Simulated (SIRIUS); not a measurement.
# Pt (Im-3m) in SIRIUS: equation of state

How stiff is Pt in PBEsol, and what volume does it want? The cell is scaled to several volumes.

All numbers are computed with SIRIUS 7.10.0; they aren't measurements. Logs are shortened: lines on timing, memory, paths and dates and some standing lists are left out, and cuts for length are marked. The log counts tension as positive stress, the text compression.

### Step 1. The crystal as given

Symmetry: Im-3m, No. 229, cubic system. Conventional cell: a = 3.168 Å, b = 3.168 Å, c = 3.168 Å, α = 90.00°, β = 90.00°, γ = 90.00°. Pt (site symmetry m-3m) has 8 Pt at 2.74 Å as nearest neighbours.

This isn't the form of Pt at room conditions, which is fcc.

### Step 2. Single point, PBEsol, 14.95 Å³/atom (volume scaled by 0.94)

The input, sirius.json:

```json
{
  "control": {
    "processing_unit": "cpu",
    "verbosity": 2,
    "num_bands_to_print": 16,
    "print_forces": true,
    "print_stress": true
  },
  "parameters": {
    "electronic_structure_method": "pseudopotential",
    "xc_functionals": ["XC_GGA_X_PBE_SOL", "XC_GGA_C_PBE_SOL"],
    "gk_cutoff": 9.2,
    "pw_cutoff": 18.4,
    "ngridk": [12, 12, 12],
    "shiftk": [0, 0, 0],
    "smearing": "fermi_dirac",
    "smearing_width": 0.0018374661,
    "num_bands": 16,
    "num_mag_dims": 0,
    "num_dft_iter": 100,
    "energy_tol": 1e-08,
    "density_tol": 1e-06
  },
  "iterative_solver": {
    "type": "davidson",
    "min_tolerance": 1e-09,
    "tolerance_scale": [0.1, 0.25]
  },
  "mixer": {
    "type": "anderson",
    "beta": 0.7,
    "max_history": 8
  },
  "settings": {
    "tol_ne": 1e-10,
    "pseudo_grid_cutoff": 6.5
  },
  "unit_cell": {
    "lattice_vectors": [
      [-2.932627998949, 2.932627998949, 2.932627998949],
      [2.932627998949, -2.932627998949, 2.932627998949],
      [2.932627998949, 2.932627998949, -2.932627998949]
    ],
    "atom_coordinate_units": "lattice",
    "atom_types": ["Pt"],
    "atom_files": {
      "Pt": "Pt.json"
    },
    "atoms": {
      "Pt": [
        [0.0, 0.0, 0.0]
      ]
    }
  }
}
```

Potentials or basis: PseudoDojo 0.4.1 PBEsol standard (scalar relativistic).

On the command line:

```console
$ upf_to_json Pt.upf
$ OMP_NUM_THREADS=1 sirius.scf --input=sirius.json --output=out.json --task=0
```

Output:

```text
[info] SIRIUS version : 7.10.0
[info] number of MPI ranks           : 1
[info] MPI grid                      : 1 1
[info] maximum number of OMP threads : 1
[fft] FFT context for density and potential
[fft] =====================================
[fft]   comm size                             : 1
[fft]   plane wave cutoff                     : 18.4
[fft]   grid size                             : 32 32 32   total : 32768
[fft]   grid limits                           : -15 16   -15 16   -15 16
[fft]   number of G-vectors within the cutoff : 5321
[fft]   local number of G-vectors             : 5321
[fft]   number of G-shells                    : 300
[fft] FFT context for coarse grid
[fft] =====================================
[fft]   comm size                             : 1
[fft]   plane wave cutoff                     : 18.4
[fft]   grid size                             : 32 32 32   total : 32768
[fft]   grid limits                           : -15 16   -15 16   -15 16
[fft]   number of G-vectors within the cutoff : 5321
[fft]   local number of G-vectors             : 5321
[fft]   number of G-shells                    : 300
[unit cell] lattice vectors
[unit cell]   a1 :      -2.9326279989      2.9326279989      2.9326279989
[unit cell]   a2 :       2.9326279989     -2.9326279989      2.9326279989
[unit cell]   a3 :       2.9326279989      2.9326279989     -2.9326279989
[unit cell] reciprocal lattice vectors
[unit cell]   b1 :       0.0000000000      1.0712550841      1.0712550841
[unit cell]   b2 :       1.0712550841      0.0000000000      1.0712550841
[unit cell]   b3 :       1.0712550841      1.0712550841      0.0000000000
[unit cell] unit cell volume :       100.88600420 [a.u.^3]
[unit cell] 1/sqrt(omega)    :         0.09955992
[unit cell] MT volume        :         0.00000000 ( 0.00%)
[unit cell] IT volume        :       100.88600420 (100.00%)
[unit cell] number of atom types : 1
[unit cell] type id : 0 symbol : Pt mt_radius :  13.570000 num_atoms : 1
[unit cell] total number of atoms : 1
[unit cell] number of symmetry classes : 1
[unit cell] number of PAW atoms : 0
[unit cell] atom id  type id  class id             position                      vector_field
[unit cell] ------------------------------------------------------------------------------------------
[unit cell]      0        0        0      0.00000   0.00000   0.00000      0.00000   0.00000   0.00000
[unit cell] atom id         position (Cartesian, a.u.)
[unit cell] ---------------------------------------------
[unit cell]      0       0.000000    0.000000    0.000000
[unit cell] class id : 0 atom id : 0
[unit cell] minimum bond length:     5.079461
[unit cell] total number of pseudo wave-functions: 10
[sym] space group number   : 229
[sym] international symbol : Im-3m
[sym] Hall symbol          : -I 4 2 3
[sym] space group transformation matrix :
[sym]  -0.5000  0.5000  0.5000
[sym]   0.5000 -0.5000  0.5000
[sym]   0.5000  0.5000 -0.5000
[sym] space group origin shift :
[sym]   0.0000  0.0000  0.0000
[sym] number of space group operations  : 48
[sym] number of magnetic group operations : 48
[sym] metric tensor error: 3.5527e-15
[sym] rotation matrix error: 3.3307e-16
[sym] symmetry operations
[... list of symmetry operations ...]
[atom type] label          : Pt
[... 177 lines left out ...]
[find] Total energy                   :    -130.55293787 (Ha),    -261.10587574 (Ry)
[find] Free energy (E-TS)             :    -130.55314230 (Ha),    -261.10628460 (Ry)
[find] band gap (eV)                  :       0.00000000
[find] Efermi                         :       0.85829092
[find] iteration : 3, RMS : 1.427054112935e-04, energy difference : -8.728367234312e-05
[find] Hartree energy of density residual : 1.065347069104e-06
[find] | SCF iteration   4 out of 100|
[diagonalize] iterative solver tolerance (occupied, empty): 1.42705e-05 1.42705e-05
[... 38 lines left out ...]
[find] Free energy (E-TS)             :    -130.55314409 (Ha),    -261.10628819 (Ry)
[find] band gap (eV)                  :       0.00000000
[find] Efermi                         :       0.85857622
[find] iteration : 8, RMS : 1.850634809741e-07, energy difference : -8.425047326455e-10
[find] Hartree energy of density residual : 3.546352506148e-14
[find] | SCF iteration   9 out of 100|
[diagonalize] iterative solver tolerance (occupied, empty): 1.05122e-08 1.05122e-08
[diagonalize] average number of iterations: 2.48611
[find] Total energy                   :    -130.55293956 (Ha),    -261.10587912 (Ry)
[find] Free energy (E-TS)             :    -130.55314409 (Ha),    -261.10628819 (Ry)
[find] band gap (eV)                  :       0.00000000
[find] Efermi                         :       0.85857628
[find] iteration : 9, RMS : 2.530676979544e-08, energy difference : -1.097077984014e-10
[find] Hartree energy of density residual : 2.964991155192e-14
[find] bands are converged : true
[find] iterative solver converged : false
[find] +------------------------------+
[find] | SCF iteration  10 out of 100|
[find] +------------------------------+
[diagonalize] iterative solver tolerance (occupied, empty): 2.53068e-09 2.53068e-09
[diagonalize] average number of iterations: 2.19444
[diagonalize] Lowest band energies
[diagonalize] ik:    0   -2.755531   -1.060108   -1.060108   -1.060108    0.488223    0.721839    0.721839    0.721839    0.822233    0.822233    1.486017    1.486017    1.486017    1.877113    1.877113    1.909890
[diagonalize] ik:    1   -2.755437   -1.061378   -1.060548   -1.060102    0.499166    0.717393    0.721716    0.730851    0.816548    0.822543    1.491126    1.496087    1.502308    1.777330    1.802800    1.881513
[diagonalize] ik:    2   -2.755179   -1.064820   -1.061746   -1.060083    0.529571    0.705775    0.720384    0.756968    0.806795    0.823794    1.490184    1.493926    1.548657    1.711231    1.716057    1.797780
[diagonalize] ik:    3   -2.754827   -1.069461   -1.063372   -1.060057    0.569249    0.691002    0.722777    0.797097    0.804750    0.826506    1.411020    1.452885    1.618171    1.684583    1.711823    1.727031
[diagonalize] ik:    4   -2.754474   -1.074034   -1.064989   -1.060032    0.595361    0.677294    0.751873    0.811604    0.830480    0.844682    1.285383    1.400031    1.574154    1.699721    1.745977    1.805695
[diagonalize] ...
[diagonalize] ik:   67   -2.753278   -1.075005   -1.072029   -1.070423    0.636731    0.645266    0.801796    0.815759    0.888798    1.105987    1.109502    1.244692    1.488515    1.589234    1.615043    1.844041
[diagonalize] ik:   68   -2.753213   -1.074314   -1.073161   -1.070912    0.633949    0.637168    0.806199    0.850534    0.876826    1.082769    1.174008    1.195306    1.483281    1.578409    1.600434    1.835563
[diagonalize] ik:   69   -2.753149   -1.073554   -1.072863   -1.072863    0.627698    0.631259    0.848724    0.848724    0.869921    1.053719    1.206567    1.206567    1.423753    1.578581    1.603939    1.826752
[diagonalize] ik:   70   -2.753072   -1.074134   -1.073337   -1.072910    0.622818    0.624206    0.856805    0.862881    0.884997    1.128081    1.136127    1.177018    1.413085    1.584654    1.585240    1.815291
[diagonalize] ik:   71   -2.752997   -1.073815   -1.073815   -1.073815    0.617105    0.617105    0.883620    0.883620    0.883620    1.145771    1.145771    1.145771    1.359169    1.586987    1.586987    1.803860
[find] Charges and magnetic moments
[find] --------------------------------------------------------------------------------
[find] total charge          : 18.000000
[find] Energy
[find] --------------------------------------------------------------------------------
[find] valence_eval_sum               :      -4.56658709
[find] <rho|V^{XC}>                   :     -17.05751549
[find] <rho|E^{XC}>                   :     -23.65922696
[find] <mag|B^{XC}>                   :       0.00000000
[find] <rho|V^{H}>                    :      37.73600555
[find] one-electron contribution      :     -25.24507715 (Ha),     -50.49015430 (Ry)
[find] hartree contribution           :      18.86800278
[find] xc contribution                :     -23.65922696
[find] ewald contribution             :    -100.51663884
[find] PAW contribution               :       0.00000000
[find] smearing (-TS)                 :      -0.00020453
[find] SCF correction                 :       0.00000062
[find] Total energy                   :    -130.55293956 (Ha),    -261.10587912 (Ry)
[find] Free energy (E-TS)             :    -130.55314409 (Ha),    -261.10628819 (Ry)
[find] band gap (eV)                  :       0.00000000
[find] Efermi                         :       0.85857630
[find] iteration : 10, RMS : 1.253207429321e-08, energy difference : -9.777068044059e-12
[find] Hartree energy of density residual : 3.852289368200e-16
[find] bands are converged : true
[find] iterative solver converged : true
[find] converged after 11 SCF iterations!
[find] Charges and magnetic moments
[find] --------------------------------------------------------------------------------
[find] total charge          : 18.000000
[find] Energy
[find] --------------------------------------------------------------------------------
[find] valence_eval_sum               :      -4.56658709
[find] <rho|V^{XC}>                   :     -17.05751549
[find] <rho|E^{XC}>                   :     -23.65922696
[find] <mag|B^{XC}>                   :       0.00000000
[find] <rho|V^{H}>                    :      37.73600555
[find] one-electron contribution      :     -25.24507715 (Ha),     -50.49015430 (Ry)
[find] hartree contribution           :      18.86800278
[find] xc contribution                :     -23.65922696
[find] ewald contribution             :    -100.51663884
[find] PAW contribution               :       0.00000000
[find] smearing (-TS)                 :      -0.00020453
[find] SCF correction                 :       0.00000062
[find] Total energy                   :    -130.55293956 (Ha),    -261.10587912 (Ry)
[find] Free energy (E-TS)             :    -130.55314409 (Ha),    -261.10628819 (Ry)
[find] band gap (eV)                  :       0.00000000
[find] Efermi                         :       0.85857630
[ground_state] === stress tensor components [kbar] ===
[ground_state] === stress_kin ===
[ground_state] -72571.098387   -0.000000   -0.000000
[ground_state]    -0.000000-72571.098387    0.000000
[ground_state]    -0.000000    0.000000-72571.098387
[ground_state] === stress_har ===
[ground_state] -18341.352651   -0.000000   -0.000000
[ground_state]    -0.000000-18341.352651    0.000000
[ground_state]    -0.000000    0.000000-18341.352651
[ground_state] === stress_ewald ===
[ground_state] 97710.984155    0.000000    0.000000
[ground_state]     0.00000097710.984155   -0.000000
[ground_state]     0.000000   -0.00000097710.984155
[ground_state] === stress_vloc ===
[ground_state] 10683.221160    0.000000    0.000000
[ground_state]     0.00000010683.221160   -0.000000
[ground_state]     0.000000   -0.00000010683.221160
[ground_state] === stress_xc ===
[ground_state] -19057.842285   -0.000000   -0.000000
[ground_state]    -0.000000-19057.842285    0.000000
[ground_state]    -0.000000    0.000000-19057.842285
[ground_state] === stress_core ===
[ground_state] 35398.042259    0.000000    0.000000
[ground_state]     0.00000035398.042259   -0.000000
[ground_state]     0.000000   -0.00000035398.042259
[ground_state] === stress_nonloc ===
[ground_state] -33863.402488   -0.000000   -0.000000
[ground_state]    -0.000000-33863.402488    0.000000
[ground_state]    -0.000000    0.000000-33863.402488
[ground_state] === stress_us_nl ===
[ground_state] -33863.402488   -0.000000   -0.000000
[ground_state]    -0.000000-33863.402488    0.000000
[ground_state]    -0.000000    0.000000-33863.402488
[ground_state] === stress_total ===
[ground_state]   -41.448236   -0.000000    0.000000
[ground_state]    -0.000000  -41.448236    0.000000
[ground_state]     0.000000    0.000000  -41.448236
[ground_state] ==== total Forces in Ha/bohr =====
[ground_state] atom:    0, force:       0.0000000      0.0000000      0.0000000
[... 8 lines left out ...]
[ground_state] ==== Ewald forces from ions =====
[ground_state] atom:    0, force:       0.0000000      0.0000000      0.0000000
[~DFT_ground_state] local op. applied: 28479
[~DFT_ground_state] evp. work count: 7200.72
[~DFT_ground_state] number of iterative solver steps: 2000
```

Wall time 22 s (1 thread of Arm Neoverse V2, shared host); peak memory 0.32 GiB.

Results:

```yaml
Free_energy: -3552.5320 eV
Pressure: 4.1 GPa
Band_gap_on_the_k_mesh: none (metal or under the smearing width)
```

### Step 3. Single point, PBEsol, 15.27 Å³/atom (volume scaled by 0.96)

Changes to sirius.json since step 2:

```diff
@@ -39,5 +39,5 @@
     "lattice_vectors": [
-      [-2.932627998949, 2.932627998949, 2.932627998949],
-      [2.932627998949, -2.932627998949, 2.932627998949],
-      [2.932627998949, 2.932627998949, -2.932627998949]
+      [-2.953280989431, 2.953280989431, 2.953280989431],
+      [2.953280989431, -2.953280989431, 2.953280989431],
+      [2.953280989431, 2.953280989431, -2.953280989431]
     ],
```

Potentials or basis: PseudoDojo 0.4.1 PBEsol standard (scalar relativistic).

On the command line:

```console
$ upf_to_json Pt.upf
$ OMP_NUM_THREADS=1 sirius.scf --input=sirius.json --output=out.json --task=0
```

Run time: 22 s. Hardware: 1 thread of Arm Neoverse V2, shared host; peak memory 0.33 GiB.

The run converged. Its results:

```yaml
Free_energy: -3552.5342 eV
Pressure: -1.8 GPa
Band_gap_on_the_k_mesh: none (metal or under the smearing width)
```

### Step 4. Single point, PBEsol, 15.59 Å³/atom (volume scaled by 0.98)

Changes to sirius.json since step 3:

```diff
@@ -39,5 +39,5 @@
     "lattice_vectors": [
-      [-2.953280989431, 2.953280989431, 2.953280989431],
-      [2.953280989431, -2.953280989431, 2.953280989431],
-      [2.953280989431, 2.953280989431, -2.953280989431]
+      [-2.973649088015, 2.973649088015, 2.973649088015],
+      [2.973649088015, -2.973649088015, 2.973649088015],
+      [2.973649088015, 2.973649088015, -2.973649088015]
     ],
```

On the command line:

```console
$ upf_to_json Pt.upf
$ OMP_NUM_THREADS=1 sirius.scf --input=sirius.json --output=out.json --task=0
```

Wall time 29 s (1 thread of Arm Neoverse V2, shared host); peak memory 0.34 GiB.

It converged, with:

```yaml
Free_energy: -3552.5253 eV
Pressure: -7.1 GPa
Band_gap_on_the_k_mesh: none (metal or under the smearing width)
```

### Step 5. Single point, PBEsol, 16.22 Å³/atom (volume scaled by 1.02)

Changes to sirius.json since step 4:

```diff
@@ -39,5 +39,5 @@
     "lattice_vectors": [
-      [-2.973649088015, 2.973649088015, 2.973649088015],
-      [2.973649088015, -2.973649088015, 2.973649088015],
-      [2.973649088015, 2.973649088015, -2.973649088015]
+      [-3.013568604322, 3.013568604322, 3.013568604322],
+      [3.013568604322, -3.013568604322, 3.013568604322],
+      [3.013568604322, 3.013568604322, -3.013568604322]
     ],
```

On the command line:

```console
$ upf_to_json Pt.upf
$ OMP_NUM_THREADS=1 sirius.scf --input=sirius.json --output=out.json --task=0
```

Wall time 31 s (1 thread of Arm Neoverse V2, shared host); peak memory 0.35 GiB.

The run converged. Its results:

```
Free energy            : -3552.4795 eV
Pressure               : -15.7 GPa
Band gap on the k mesh : none (metal or under the smearing width)
```

### Step 6. Single point, PBEsol, 16.54 Å³/atom (volume scaled by 1.04)

Changes to sirius.json since step 5:

```diff
@@ -39,5 +39,5 @@
     "lattice_vectors": [
-      [-3.013568604322, 3.013568604322, 3.013568604322],
-      [3.013568604322, -3.013568604322, 3.013568604322],
-      [3.013568604322, 3.013568604322, -3.013568604322]
+      [-3.033137779991, 3.033137779991, 3.033137779991],
+      [3.033137779991, -3.033137779991, 3.033137779991],
+      [3.033137779991, 3.033137779991, -3.033137779991]
     ],
```

Potentials or basis: PseudoDojo 0.4.1 PBEsol standard (scalar relativistic).

On the command line:

```console
$ upf_to_json Pt.upf
$ OMP_NUM_THREADS=1 sirius.scf --input=sirius.json --output=out.json --task=0
```

Wall time 32 s (1 thread of Arm Neoverse V2, shared host); peak memory 0.35 GiB.

It converged, with:

```yaml
Free_energy: -3552.4448 eV
Pressure: -19.2 GPa
Band_gap_on_the_k_mesh: none (metal or under the smearing width)
```

### Step 7. Single point, PBEsol, 16.86 Å³/atom (volume scaled by 1.06)

Changes to sirius.json since step 6:

```diff
@@ -39,5 +39,5 @@
     "lattice_vectors": [
-      [-3.033137779991, 3.033137779991, 3.033137779991],
-      [3.033137779991, -3.033137779991, 3.033137779991],
-      [3.033137779991, 3.033137779991, -3.033137779991]
+      [-3.052457649761, 3.052457649761, 3.052457649761],
+      [3.052457649761, -3.052457649761, 3.052457649761],
+      [3.052457649761, 3.052457649761, -3.052457649761]
     ],
```

On the command line:

```console
$ upf_to_json Pt.upf
$ OMP_NUM_THREADS=1 sirius.scf --input=sirius.json --output=out.json --task=0
```

It took 32 s on 1 thread of Arm Neoverse V2, shared host; peak memory 0.35 GiB.

Results (log left out):

| Property | Result |
| --- | --- |
| Free energy | -3552.4038 eV |
| Pressure | -22.2 GPa |
| Band gap on the k mesh | none (metal or under the smearing width) |

### Step 8. Equation of state, PBEsol

Potentials or basis: PseudoDojo 0.4.1 PBEsol standard (scalar relativistic).

No new run: the results of the series are fitted here.

What came out:

```yaml
Equilibrium_volume: 15.17 Å³/atom
Bulk_modulus: 279 GPa
Pressure_derivative_of_the_bulk_modulus: 5.4
```

Energy against volume, from the lowest point:
```tsv
volume (Å³/atom)	energy (meV/atom)
14.950	2.22
15.268	0.00
15.586	8.91
15.904	27.58
16.222	54.77
16.540	89.40
16.858	130.49
```
